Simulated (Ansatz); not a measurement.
## AlAs wire along [110], 36 atoms a period, H-terminated: bands under strain

Aim: is the AlAs wire along [110], 36 atoms a period, H-terminated a metal or a semiconductor?

Program: Ansatz 0.2.0. Level of theory: DFT PBE, plane waves, PAW; relaxation of a wire's period; PAW set soft_1, in the first sound run; inputs show where later runs differ. Results are calculated unless marked as measured.

### 1. The structure

The cell holds 56 atoms: 20 H, 18 Al and 18 As. Its edges and angles: a = 24.359 Å, b = 23.545 Å, c = 4.052 Å, α = 90.0°, β = 90.0°, γ = 90.0°. Vacuum lies along a and b. The structure's axis is c.

### 2. Relaxation of atoms and period

Band widths follow the bond lengths, so the wire is relaxed first. The atoms and the third cell vector are free; the box across stays fixed as vacuum. A Fermi-Dirac smearing is set since the result may be a metal. The pressure printed is a third of the stress's trace over the whole box, vacuum included; only the stress along the axis is relaxed.

input.yaml

```yaml
crystal:
  lattice:
    - [24.359, 0.0, 0.0]
    - [0.0, 23.545, 0.0]
    - [0.0, 0.0, 4.0517218562]
  atoms:
    - { symbol: H, position: [0.197912599, 0.402530592, 0.0] }
    - { symbol: Al, position: [0.235124304, 0.456975257, 0.0] }
    - { symbol: As, position: [0.411547802, 0.198848997, 0.0] }
    - { symbol: As, position: [0.411547802, 0.37093317, 0.0] }
    - { symbol: H, position: [0.448285473, 0.145097895, 0.0] }
    - { symbol: Al, position: [0.470355635, 0.284891083, 0.0] }
    - { symbol: Al, position: [0.470355635, 0.456975257, 0.0] }
    - { symbol: As, position: [0.646779134, 0.198848997, 0.0] }
    - { symbol: As, position: [0.646779134, 0.37093317, 0.0] }
    - { symbol: H, position: [0.683516804, 0.145097895, 0.0] }
    - { symbol: Al, position: [0.705586967, 0.284891083, 0.0] }
    - { symbol: Al, position: [0.705586967, 0.456975257, 0.0] }
    - { symbol: H, position: [0.860414337, 0.543017343, 0.183616083] }
    - { symbol: H, position: [0.257194466, 0.284891083, 0.187646451] }
    - { symbol: H, position: [0.1395788, 0.543017343, 0.312353549] }
    - { symbol: H, position: [0.742798672, 0.284891083, 0.316383917] }
    - { symbol: As, position: [0.293932137, 0.284891083, 0.5] }
    - { symbol: As, position: [0.293932137, 0.62905943, 0.5] }
    - { symbol: As, position: [0.293932137, 0.456975257, 0.5] }
    - { symbol: H, position: [0.315528264, 0.144404332, 0.5] }
    - { symbol: H, position: [0.315528264, 0.769546181, 0.5] }
    - { symbol: Al, position: [0.35273997, 0.198848997, 0.5] }
    - { symbol: Al, position: [0.35273997, 0.37093317, 0.5] }
    - { symbol: Al, position: [0.35273997, 0.543017343, 0.5] }
    - { symbol: Al, position: [0.35273997, 0.715101516, 0.5] }
    - { symbol: As, position: [0.529163468, 0.284891083, 0.5] }
    - { symbol: As, position: [0.529163468, 0.62905943, 0.5] }
    - { symbol: As, position: [0.529163468, 0.456975257, 0.5] }
    - { symbol: As, position: [0.529163468, 0.801143603, 0.5] }
    - { symbol: H, position: [0.550759596, 0.144404332, 0.5] }
    - { symbol: H, position: [0.565901139, 0.854894705, 0.5] }
    - { symbol: Al, position: [0.587971301, 0.198848997, 0.5] }
    - { symbol: Al, position: [0.587971301, 0.37093317, 0.5] }
    - { symbol: Al, position: [0.587971301, 0.543017343, 0.5] }
    - { symbol: Al, position: [0.587971301, 0.715101516, 0.5] }
    - { symbol: As, position: [0.764394799, 0.62905943, 0.5] }
    - { symbol: As, position: [0.764394799, 0.456975257, 0.5] }
    - { symbol: H, position: [0.80113247, 0.682810532, 0.5] }
    - { symbol: H, position: [0.80113247, 0.403224154, 0.5] }
    - { symbol: Al, position: [0.823202632, 0.543017343, 0.5] }
    - { symbol: H, position: [0.742798672, 0.284891083, 0.683616083] }
    - { symbol: H, position: [0.1395788, 0.543017343, 0.687646451] }
    - { symbol: H, position: [0.257194466, 0.284891083, 0.812353549] }
    - { symbol: H, position: [0.860414337, 0.543017343, 0.816383917] }
    - { symbol: As, position: [0.176316471, 0.543017343, 0.0] }
    - { symbol: H, position: [0.197912599, 0.683504094, 0.0] }
    - { symbol: Al, position: [0.235124304, 0.62905943, 0.0] }
    - { symbol: As, position: [0.411547802, 0.543017343, 0.0] }
    - { symbol: As, position: [0.411547802, 0.715101516, 0.0] }
    - { symbol: H, position: [0.43314393, 0.855588268, 0.0] }
    - { symbol: Al, position: [0.470355635, 0.62905943, 0.0] }
    - { symbol: Al, position: [0.470355635, 0.801143603, 0.0] }
    - { symbol: As, position: [0.646779134, 0.543017343, 0.0] }
    - { symbol: As, position: [0.646779134, 0.715101516, 0.0] }
    - { symbol: H, position: [0.683516804, 0.768852618, 0.0] }
    - { symbol: Al, position: [0.705586967, 0.62905943, 0.0] }
kpoints:
  mp_grid: { grid: [1, 1, 20] }
scf:
  occupations: { method: fermi_dirac, width: 0.05 }
hamiltonian:
  xc: pbe
  pseudopotentials: { kind: paw, azcp: { folder: soft_1 } }
relax:
  cell: { fix: [a, b, alpha, beta, gamma] }
  max_steps: 45
  f_tol: 0.03
```

Started as:

```console
$ ansatz run input.yaml --threads 16 --pin off --max-ram 61440MiB --backend cuda --events-out ev --progress --plain --runs-dir out --max-vram 78GiB
```

Numbers of over 12 decimals in the logs are rounded to 6 here.

Log:

```text
Engine: ansatz 0.2.0, aarch64-unknown-linux-gnu
Pseudopotentials: kind: paw
Pseudopotential: H, paw, valence charge 1, recommended cutoff 420 eV (normal), soft_1/H.paw.azcp
Pseudopotential: Al, paw, valence charge 3, recommended cutoff 420 eV (normal), soft_1/Al.paw.azcp
Pseudopotential: As, paw, valence charge 15, recommended cutoff 420 eV (normal), soft_1/As.paw.azcp
Functional definition: PBE
  parameter kappa = 0.804
  parameter beta = 0.066725
  exchange = pbe_x(kappa = kappa, mu = beta*pi^2/3)
  correlation = pbe_c(beta = beta)
[...]
Crystal: 56 atoms, lattice volume = 2323.795 Å³
Basis set: ecut = 420 eV, 45407 PW (Γ), exchange–correlation on 360×320×60 points (8 copies of the dense FFT grid, shifted against one another)
Bands: 228, of which v1, the nominal top of the filled ones, is band 172 counted from 1 (171 counted from 0)
Symmetry: 2 space group operations
Space group: Pm (ITA 6), of the structure as read, at distance tolerance 1.3e-4 Å
k-points: 11 of 20
Non-local potential: H, projectors of the file, l = 0: 2, l = 1: 1
Non-local potential: Al, projectors of the file, l = 0: 2, l = 1: 2, l = 2: 1
Non-local potential: As, projectors of the file, l = 0: 2, l = 1: 2, l = 2: 3, l = 3: 1
PAW form: soft (Blöchl's): semilocal exchange-correlation on the pseudo side does not see the compensation charge
PAW one-centre angular grid: H, 110 points (default); XC on 64 Gauss nodes
PAW one-centre angular grid: Al, 110 points (default); XC on 64 Gauss nodes
PAW one-centre angular grid: As, 590 points (default); XC on 64 Gauss nodes
Initial density: superposition of atomic densities (neutral atoms: chi_scale 0, normalization atom)
Initial wavefunctions: pseudopotential atomic-orbital guess
[...]
Functional: x = pbe(κ = 0.804, μ = 0.219515), c = pbe(β = 0.066725)
SCF iter   1: F=—  HF=-97421.058478 eV  |F-HF|=—  |Δ(HF+E_count)|=         —  Δρ=3.56e-2  dr2=3.59e1  ethr=3.10e-3  ⟨swp⟩=7.0  Hψ=11059  notcnv=0  defer=12
preconditioner: auto → Resta (q_TF=auto, 1.984 Å⁻¹)  ε∞=2.2  [insulator: Δε(μ)=2.342 eV  Ē_g=9.198 eV  σ=0.050 eV  W_gap=1.00  n_scr=318 (ndim 8)  ℏωp=9.9 eV  f_vac=0.508  D(μ)=0.00/eV (n_scr^D=0)  ε∞_Penn≈2.2  vacuum switching on, ρ_ref=6.1e-3 e/Å³]
SCF iter   2: F=—  HF=-97411.941490 eV  |F-HF|=—  |Δ(HF+E_count)|=    9.12e0  Δρ=1.57e-2  dr2=7.87e0  ethr=3.10e-3  ⟨swp⟩=3.0  Hψ=3687  notcnv=0  defer=548
preconditioner: auto → LDOS  [insulator: Δε(μ)=0.148 eV  Ē_g=8.909 eV  σ=0.050 eV  W_gap=0.63  n_scr=318 (ndim 8)  ℏωp=9.9 eV  f_vac=0.517  D(μ)=2.45/eV (n_scr^D=8)  ε∞_Penn≈2.2  β→1.0]
SCF iter   3: F=—  HF=-97412.069511 eV  |F-HF|=—  |Δ(HF+E_count)|=   1.28e-1  Δρ=7.26e-3  dr2=1.08e1  ethr=2.29e-3  ⟨swp⟩=3.3  Hψ=3889  notcnv=0  defer=467
[...]
SCF iter  18: F=-97410.107760 eV  HF=-97410.107760 eV  |F-HF|=1.59e-7  |Δ(HF+E_count)|=   9.26e-8  Δρ=1.12e-6  dr2=4.09e-8  ethr=2.91e-11  ⟨swp⟩=4.0  Hψ=7133  notcnv=0
SCF 1 converged in 18 iterations: F = -97410.107760 eV  dr2 = 4.09e-8
  greatest PAW one-centre occupation: 0.999 electrons in one spin orbital (limit 2), on the As atom at site 16 (counted from 0), in its partial waves of l = 2
relax step   1: F+E_penalty+E_count = -97410.10776001 eV  Δ(F+E_penalty+E_count) = +0.000e0 eV  max|allowed force component| = 1.059e0 eV/Å  Δτ_max = 0.0000 Å  P = +0.340 GPa  Ω = 2323.795 Å³  fix = [a, b, alpha, beta, gamma]  reactions: a +0.090, b +0.075 GPa; gamma +0.015 GPa/rad  (18 SCF iters, dr2 threshold 1.00e-7 eV, accepted)
[...]
Crystal: 56 atoms, lattice volume = 2375.943 Å³
Basis set: ecut = 420 eV, 46315 PW (Γ), exchange–correlation on 360×320×60 points (8 copies of the dense FFT grid, shifted against one another)
[...]
iter 1 solved again at ethr=4.19e-4 eV; its pass at ethr=3.10e-3 eV (dr2=1.44e0 eV) is discarded
[...]
SCF iter   8: F=-97411.406112 eV  HF=-97411.406111 eV  |F-HF|=1.40e-6  |Δ(HF+E_count)|=   5.02e-6  Δρ=8.33e-6  dr2=3.06e-6  ethr=1.63e-9  ⟨swp⟩=4.5  Hψ=7494  notcnv=0
SCF 2 converged in 8 iterations: F = -97411.406112 eV  dr2 = 3.06e-6
  greatest PAW one-centre occupation: 0.999 electrons in one spin orbital (limit 2), on the As atom at site 44 (counted from 0), in its partial waves of l = 2
relax step   2: F+E_penalty+E_count = -97411.40611237 eV  Δ(F+E_penalty+E_count) = -1.298e0 eV  max|allowed force component| = 5.541e-1 eV/Å  Δτ_max = 0.1947 Å  P = -0.097 GPa  Ω = 2375.943 Å³  energy of the carried Pulay correction = -6.526e-3 eV  fix = [a, b, alpha, beta, gamma]  reactions: a -0.243, b +0.039 GPa; gamma +0.098 GPa/rad  (8 SCF iters, dr2 threshold 5.60e-6 eV, accepted)
[...]
relax step   3: F+E_penalty+E_count = -97411.52657899 eV  Δ(F+E_penalty+E_count) = -1.205e-1 eV  max|allowed force component| = 3.339e-1 eV/Å  Δτ_max = 0.1327 Å  P = -0.057 GPa  Ω = 2386.817 Å³  energy of the carried Pulay correction = -7.869e-3 eV  fix = [a, b, alpha, beta, gamma]  reactions: a -0.073, b -0.016 GPa; gamma -0.000 GPa/rad  (7 SCF iters, dr2 threshold 5.60e-6 eV, accepted)
[...]
relax step   4: F+E_penalty+E_count = -97411.54362397 eV  Δ(F+E_penalty+E_count) = -1.704e-2 eV  max|allowed force component| = 1.229e-1 eV/Å  Δτ_max = 0.0993 Å  P = +0.017 GPa  Ω = 2380.614 Å³  energy of the carried Pulay correction = -7.104e-3 eV  fix = [a, b, alpha, beta, gamma]  reactions: a -0.006, b +0.006 GPa; gamma -0.001 GPa/rad  (7 SCF iters, dr2 threshold 5.60e-6 eV, accepted)
[...]
relax step   5: F+E_penalty+E_count = -97411.54942101 eV  Δ(F+E_penalty+E_count) = -5.797e-3 eV  max|allowed force component| = 7.330e-2 eV/Å  Δτ_max = 0.0346 Å  P = -0.012 GPa  Ω = 2387.636 Å³  energy of the carried Pulay correction = -7.970e-3 eV  fix = [a, b, alpha, beta, gamma]  reactions: a -0.003, b -0.013 GPa; gamma +0.006 GPa/rad  (7 SCF iters, dr2 threshold 9.45e-7 eV, accepted)
[...]
relax step   6: F+E_penalty+E_count = -97411.55333670 eV  Δ(F+E_penalty+E_count) = -3.916e-3 eV  max|allowed force component| = 4.377e-2 eV/Å  Δτ_max = 0.0352 Å  P = -0.003 GPa  Ω = 2382.467 Å³  energy of the carried Pulay correction = -7.332e-3 eV  fix = [a, b, alpha, beta, gamma]  reactions: a -0.015, b -0.013 GPa; gamma -0.001 GPa/rad  (7 SCF iters, dr2 threshold 3.36e-7 eV, accepted)
[...]
relax step   7: F+E_penalty+E_count = -97411.55433565 eV  Δ(F+E_penalty+E_count) = -9.990e-4 eV  max|allowed force component| = 7.225e-3 eV/Å  Δτ_max = 0.0123 Å  P = -0.006 GPa  Ω = 2384.576 Å³  energy of the carried Pulay correction = -7.593e-3 eV  fix = [a, b, alpha, beta, gamma]  reactions: a -0.012, b -0.007 GPa; gamma -0.001 GPa/rad  (7 SCF iters, dr2 threshold 1.20e-7 eV, accepted)
[...]
relax step   8: F+E_penalty+E_count = -97411.56355040 eV  Δ(F+E_penalty+E_count) = -9.215e-3 eV  max|allowed force component| = 7.214e-3 eV/Å  Δτ_max = 0.0000 Å  P = -0.002 GPa  Ω = 2384.576 Å³  fix = [a, b, alpha, beta, gamma]  reactions: a -0.010, b -0.005 GPa; gamma -0.001 GPa/rad  stress off target by 8.91e-3 GPa on what of the cell is left free  SCF on the basis re-selected at this cell (its energy is not comparable with the rows above)  (7 SCF iters)
[...]
--- Relaxed structure (7 steps of the walk, 7 accepted, 1 SCFs on fresh bases) ---
  F+E_penalty+E_count = -97411.56355040 eV   max|allowed force component| = 7.214e-3 eV/Å   (the final SCF, on the basis selected at the relaxed cell)
  cell:  # Å, volume = 2384.5760 Å³
    - [24.359, 0, 0.0]
    - [0, 23.545, 0.0]
    - [0.0, 0.0, 4.157699]
  atoms:
    - { symbol: H, position: [0.200518, 0.394977, 0] }
    - { symbol: Al, position: [0.238678, 0.450088, 0] }
    - { symbol: As, position: [0.410127, 0.203212, 0] }
    - { symbol: As, position: [0.413115, 0.372142, 0] }
    - { symbol: H, position: [0.447523, 0.151473, 0] }
    - { symbol: Al, position: [0.474124, 0.287103, 0] }
    - { symbol: Al, position: [0.471476, 0.459864, 0] }
    - { symbol: As, position: [0.642242, 0.205461, 0] }
    - { symbol: As, position: [0.644686, 0.368227, 0] }
    - { symbol: H, position: [0.675307, 0.150439, 0] }
    - { symbol: Al, position: [0.711977, 0.285276, 0] }
    - { symbol: Al, position: [0.701524, 0.454317, 0] }
    - { symbol: H, position: [0.865412, 0.540222, 0.184430] }
    - { symbol: H, position: [0.263099, 0.285643, 0.229845] }
    - { symbol: H, position: [0.146072, 0.541424, 0.270352] }
    - { symbol: H, position: [0.747155, 0.286931, 0.313095] }
    - { symbol: As, position: [0.304939, 0.284925, 0.5] }
    - { symbol: As, position: [0.294634, 0.631743, 0.5] }
    - { symbol: As, position: [0.295091, 0.459305, 0.5] }
    - { symbol: H, position: [0.312978, 0.137775, 0.5] }
    - { symbol: H, position: [0.314246, 0.775296, 0.5] }
    - { symbol: Al, position: [0.354301, 0.189929, 0.5] }
    - { symbol: Al, position: [0.357517, 0.377757, 0.5] }
    - { symbol: Al, position: [0.353481, 0.546623, 0.5] }
    - { symbol: Al, position: [0.352188, 0.720198, 0.5] }
    - { symbol: As, position: [0.529400, 0.284837, 0.5] }
    - { symbol: As, position: [0.526591, 0.628618, 0.5] }
    - { symbol: As, position: [0.528061, 0.456987, 0.5] }
    - { symbol: As, position: [0.523741, 0.797557, 0.5] }
    - { symbol: H, position: [0.545929, 0.141120, 0.5] }
    - { symbol: H, position: [0.562070, 0.848668, 0.5] }
    - { symbol: Al, position: [0.585900, 0.195136, 0.5] }
    - { symbol: Al, position: [0.588900, 0.371050, 0.5] }
    - { symbol: Al, position: [0.586480, 0.543124, 0.5] }
    - { symbol: Al, position: [0.584622, 0.714154, 0.5] }
    - { symbol: As, position: [0.761452, 0.620296, 0.5] }
    - { symbol: As, position: [0.758264, 0.461577, 0.5] }
    - { symbol: H, position: [0.793646, 0.675786, 0.5] }
    - { symbol: H, position: [0.789029, 0.405286, 0.5] }
    - { symbol: Al, position: [0.831088, 0.538497, 0.5] }
    - { symbol: H, position: [0.747155, 0.286931, 0.686905] }
    - { symbol: H, position: [0.146072, 0.541424, 0.729648] }
    - { symbol: H, position: [0.263099, 0.285643, 0.770155] }
    - { symbol: H, position: [0.865412, 0.540222, 0.815570] }
    - { symbol: As, position: [0.187926, 0.543104, 0] }
    - { symbol: H, position: [0.193888, 0.687892, 0] }
    - { symbol: Al, position: [0.238031, 0.638184, 0] }
    - { symbol: As, position: [0.410724, 0.544635, 0] }
    - { symbol: As, position: [0.410256, 0.716774, 0] }
    - { symbol: H, position: [0.432711, 0.863196, 0] }
    - { symbol: Al, position: [0.468710, 0.631806, 0] }
    - { symbol: Al, position: [0.465753, 0.804921, 0] }
    - { symbol: As, position: [0.643687, 0.542196, 0] }
    - { symbol: As, position: [0.641982, 0.709272, 0] }
    - { symbol: H, position: [0.677430, 0.762567, 0] }
    - { symbol: Al, position: [0.705166, 0.625479, 0] }
```

Run time: 22 s. Hardware: 1 × NVIDIA GB200 with 16 threads of Arm Neoverse V2, shared host; peak memory 1.6 GiB.

The steps of the relaxation:

| step | energy less that of the first step (eV) | largest force component (eV/Å) | pressure (GPa) | volume (Å³) |
| --- | --- | --- | --- | --- |
| 1 | 0.0000 | 1.0594 | 0.34 | 2323.79 |
| 2 | -1.2984 | 0.5541 | -0.10 | 2375.94 |
| 3 | -1.4188 | 0.3339 | -0.06 | 2386.82 |
| 4 | -1.4359 | 0.1229 | 0.02 | 2380.61 |
| 5 | -1.4417 | 0.0733 | -0.01 | 2387.64 |
| 6 | -1.4456 | 0.0438 | 0.00 | 2382.47 |
| 7 | -1.4466 | 0.0072 | -0.01 | 2384.58 |
| 8 | -1.4558 | 0.0072 | 0.00 | 2384.58 |

The log counts 1 steps on a newly chosen plane-wave basis, not all of them marked here; energy and pressure can jump at such steps.

The run keeps the 2 symmetry operations that it works with, so distortions that break them were not tested.

```csv
cell as run,before,after,change
c (Å),4.052,4.158,+2.6 %
```

The atoms that moved most (Å, along periodic axes as changes of fractional coordinates times the final cell, across vacuum about the mean position):

```csv
atom,dx,dy,dz,length
H39,-0.295,0.049,0.000,0.299
As45,0.283,0.002,0.000,0.283
As17,0.268,0.001,0.000,0.268
H38,-0.182,-0.165,0.000,0.246
H42,0.158,-0.038,0.175,0.239
H15,0.158,-0.038,-0.175,0.239
H10,-0.200,0.126,0.000,0.236
H14,0.144,0.018,0.175,0.228
```

Numbers from this step:

```
energy at zero smearing    : -97411.5627 eV
cell length along the wire : 4.158 Å
```

The cell's length comes to 4.158 Å with spin left out.

[end of part 1 of 2]

[Logs are printed without paths, hosts, clocks, repeated set-up lines and the standing remarks that a program may print on its own settings, such as how far it seeks lower states.]

[Hosts, paths, dates, database ids (printed as entryN), source tags and the programs' standing remarks are cut or masked in the printed files.]
